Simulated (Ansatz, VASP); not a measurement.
**CdS in VASP and in Ansatz**

INCAR

```
SYSTEM = CdS
ALGO = Normal ; EDIFF = 1E-7
ENCUT = 520 ; GGA = PE
ISIF = 2 ; ISMEAR = 0
LASPH = .TRUE. ; LCHARG = .FALSE.
LREAL = .FALSE. ; LWAVE = .FALSE.
NBANDS = 26 ; NELM = 100
PREC = Accurate ; SIGMA = 0.05
```

KPOINTS

```
k-points
0
G
  4 4 2
  0 0 0
```

POSCAR

```
CdS
1.0
    4.1439852007      0.0000000000      0.0000000000
   -2.0719926003      3.5887964567      0.0000000000
    0.0000000000      0.0000000000      6.7191125289
Cd S
2 2
Direct
    0.3333333333      0.6666666667      0.0038915077
    0.6666666667      0.3333333333      0.5038915077
    0.3333333333      0.6666666667      0.3811084923
    0.6666666667      0.3333333333      0.8811084923
```

Input for Ansatz:

```yaml
crystal:
  lattice:
    - [4.1439852007, 0.0, 0.0]
    - [-2.0719926003, 3.5887964567, 0.0]
    - [0.0, 0.0, 6.7191125289]
  atoms:
    - { symbol: Cd, position: [0.3333333333, 0.6666666667, 0.0038915077] }
    - { symbol: Cd, position: [0.6666666667, 0.3333333333, 0.5038915077] }
    - { symbol: S, position: [0.3333333333, 0.6666666667, 0.3811084923] }
    - { symbol: S, position: [0.6666666667, 0.3333333333, 0.8811084923] }
basis:
  ecutwfc: 420
  ecutrho_ratio: 4
kpoints:
  mp_grid: { grid: [4, 4, 2] }
hamiltonian:
  xc: pbe
scf:
  occupations: { method: gaussian, width: 0.05 }
output:
  forces: true
  stress: true
  eigenvalues: true
  populations: true
  write_density: true
  write_potential: true
  elf: true
  volumetric_format: npy
```

Alike in both runs: task single point; functional PBE; k mesh 4 × 4 × 2; occupations gaussian, width 0.05 eV; no spin polarisation.

```csv
,VASP,Ansatz
version,VASP 6.6.1,Ansatz 0.2.0
potentials or method,"VASP PAW PBE potentials, release 64 (Cd, S)","scalar-relativistic, plane waves, PAW"
plane-wave cutoff (eV),520,420
valence electrons in the cell,36,52
```

```tsv
	VASP	Ansatz	Ansatz less VASP
gap on the k mesh at the Fermi level (eV)	1.21	1.21	-0.003
least direct gap on the mesh (eV)	1.21	1.21	-0.003
pressure (GPa)	2.8	2.5	-0.36
rms of the force components (eV/Å)	0.006	0.005	-0.0003
```

Atom by atom the forces differ by 0.000 eV/Å (rms over components). The functional is the same, so the differences come from potentials, cutoffs and numerics. The two sets of potentials don't hold the same shells in valence.

Caveats: the k mesh is coarse (spacing up to 0.47 Å⁻¹), so the values aren't converged.
